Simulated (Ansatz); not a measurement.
The system is GaAs.

```xyz
2
Lattice="0.0000 2.8268 2.8268 2.8268 0.0000 2.8268 2.8268 2.8268 0.0000" Properties=species:S:1:pos:R:3 pbc="T T T"
As    4.2403    4.2403    4.2403
Ga    0.0000    0.0000    0.0000
```

```yaml
Program: Ansatz 0.2.0
Task: relaxation of cell and atoms
Functional: B3LYP
Potentials_or_basis: Ansatz PAW
Cutoff: "420 eV (not typed: the program's choice for these potentials)"
k_mesh: 4 × 4 × 4
Occupations: fermi-dirac, width 0.05 eV
Spin: no spin polarisation
```

At the start: volume 22.59 Å³/atom.

Problem. How do energy, volume and symmetry change on relaxing?

Solution. It ends after 5 steps and the volume is 24.01 Å³/atom (+6.3 %); space group F-43m (No. 216, to 0.05 Å).

Step by step:
| step | energy change (eV) | largest force (eV/Å) | volume (Å³) |
| --- | --- | --- | --- |
| 1 | 0.0000 | 0.0000 | 45.18 |
| 2 | -0.0351 | 0.0000 | 47.55 |
| 3 | -0.0359 | 0.0000 | 47.96 |
| 4 | -0.0359 | 0.0000 | 48.01 |
| 5 | -0.0367 | 0.0000 | 48.01 |

Final structure:
```cif
data_structure
_symmetry_space_group_name_H-M 'P 1'
_symmetry_Int_Tables_number 1
_cell_length_a 4.0796
_cell_length_b 4.0796
_cell_length_c 4.0796
_cell_angle_alpha 60.000
_cell_angle_beta 60.000
_cell_angle_gamma 60.000
_cell_volume 48.01
loop_
_atom_site_label
_atom_site_type_symbol
_atom_site_fract_x
_atom_site_fract_y
_atom_site_fract_z
_atom_site_occupancy
As1 As 0.75000 0.75000 0.75000 1
Ga1 Ga 0.00000 0.00000 0.00000 1
```

Caveat: the k mesh is coarse (spacing up to 0.48 Å⁻¹), so the values aren't converged, least of all with exact exchange; the plane-wave basis is chosen anew once the cell has moved, so the energies of steps on either side of that aren't comparable; the PAW data sets come from PBE, with cores solved anew for the run's functional, which leaves a small shift of forces and pressure.
